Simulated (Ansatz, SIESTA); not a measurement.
Given: the input of a run of SIESTA 5.4.2 (ASE script) on GaN. 

The input run.py:

```python
from ase import Atoms
from ase.calculators.siesta import Siesta
from ase.units import Ry, GPa
from ase.optimize import LBFGS
from ase.filters import FrechetCellFilter

atoms = Atoms(
    ['Ga', 'Ga', 'N', 'N'],
    cell=[
        [3.18, 0.0, 0.0],
        [-1.59, 2.753960784, 0.0],
        [0.0, 0.0, 5.166],
    ],
    scaled_positions=[
        [0.6666666667, 0.3333333333, 0.5],
        [0.3333333333, 0.6666666667, 0.0],
        [0.6666666667, 0.3333333333, 0.875],
        [0.3333333333, 0.6666666667, 0.375],
    ],
    pbc=True,
)

fdf = {
    'SCFMustConverge': False,
    'OccupationFunction': 'FD',
    'ElectronicTemperature': '0.05 eV',
    'MaxSCFIterations': '120',
    'SCF.Mixer.Method': 'Pulay',
    'SCF.Mixer.Weight': '0.25',
    'SCF.Mixer.History': '8',
    'SCF.DM.Tolerance': '5.0e-05',
    'SCF.H.Tolerance': '1.0e-03 eV',
    'WriteForces': 'true',
    'Charge.Mulliken': 'end',
    'PAO.Basis': ['Ga.1 4', 'n=4 0 2', '  6.575 0.000', 'n=4 1 2', '  9.448 0.000', 'n=3 2 2', '  3.582 0.000', 'n=4 2 1', '  9.448'],
}
calc = Siesta(
    label="GaN",
    command="siesta < PREFIX.fdf > PREFIX.out",
    pseudo_path="pseudos",
    pseudo_qualifier="",
    xc=('GGA', 'PBE'),
    basis_set="DZP",
    mesh_cutoff=800 * Ry,
    energy_shift=0.003 * Ry,
    kpts=[10, 10, 5],
    spin="non-polarized",
    fdf_arguments=fdf,
)
atoms.calc = calc

opt = LBFGS(FrechetCellFilter(atoms), trajectory="relax.traj")
converged = opt.run(fmax=0.02, steps=40)
print("converged:", converged)
print("cell (A):", atoms.cell.cellpar().round(5))
print("scaled positions:")
print(atoms.get_scaled_positions().round(6))
print(f"energy = {atoms.get_potential_energy():.6f} eV")
free = atoms.get_potential_energy(force_consistent=True)
print(f"free energy = {free:.6f} eV")
print("forces (eV/A):")
print(atoms.get_forces(apply_constraint=False).round(6))
print("stress (GPa, Voigt order, tension positive):", (atoms.get_stress() / GPa).round(4))
```

Potentials or basis: PseudoDojo 0.4 standard (PBE files), converted to PSML, two zetas on semicore shells, DZP (energy shift 0.003 Ry; two zetas on semicore shells).

The run is started by

```sh
$ python run.py
```

Q: What does the same run look like in Ansatz 0.2.0? Potentials or basis there: Ansatz PAW, cutoff 420 eV.

A: As run (cutoffs and basis follow the program's own potentials, and thresholds, step limits or extra output files can differ):

input.yaml

```yaml
crystal:
  lattice:
    - [3.18, 0.0, 0.0]
    - [-1.59, 2.753960784, 0.0]
    - [0.0, 0.0, 5.166]
  atoms:
    - { symbol: Ga, position: [0.6666666667, 0.3333333333, 0.5] }
    - { symbol: Ga, position: [0.3333333333, 0.6666666667, 0.0] }
    - { symbol: "N", position: [0.6666666667, 0.3333333333, 0.875] }
    - { symbol: "N", position: [0.3333333333, 0.6666666667, 0.375] }
hamiltonian:
  xc: pbe
  pseudopotentials: { kind: paw }
kpoints:
  mp_grid: { grid: [10, 10, 5] }
scf:
  occupations: { method: fermi_dirac, width: 0.05 }
output:
  forces: true
  stress: true
  write_density: true
  write_potential: true
  elf: true
  volumetric_format: npy
relax:
  f_tol: 0.01
  max_steps: 40
  cell: { stress_tol: 0.05 }
```

Potentials or basis: Ansatz PAW.

The run is started by

```console
$ ansatz run input.yaml --threads 2 --pin off --max-ram 5120MiB --backend cpu --events-out ev --progress --plain --runs-dir out
```

Both were run:

|  | SIESTA | Ansatz |
| --- | --- | --- |
| Relaxed volume | 11.91 Å³/atom | 11.76 Å³/atom |
| Relaxed cell | a = 3.232 Å, b = 3.232 Å, c = 5.265 Å, α = 90.00°, β = 90.00°, γ = 120.00° | a = 3.218 Å, b = 3.218 Å, c = 5.243 Å, α = 90.00°, β = 90.00°, γ = 120.00° |
| Space group after relaxing | P6_3mc (No. 186) | P6_3mc (No. 186) |
| Pressure after relaxing | -0.1 GPa | 0.0 GPa |

Ansatz's pressure holds a Pulay term of +0.50 GPa for its cutoff of 420 eV, which the other run lacks.

Where Ansatz's input types no cutoff or centring, it takes its own default and a Γ-centred mesh.

Pressure is positive in compression.
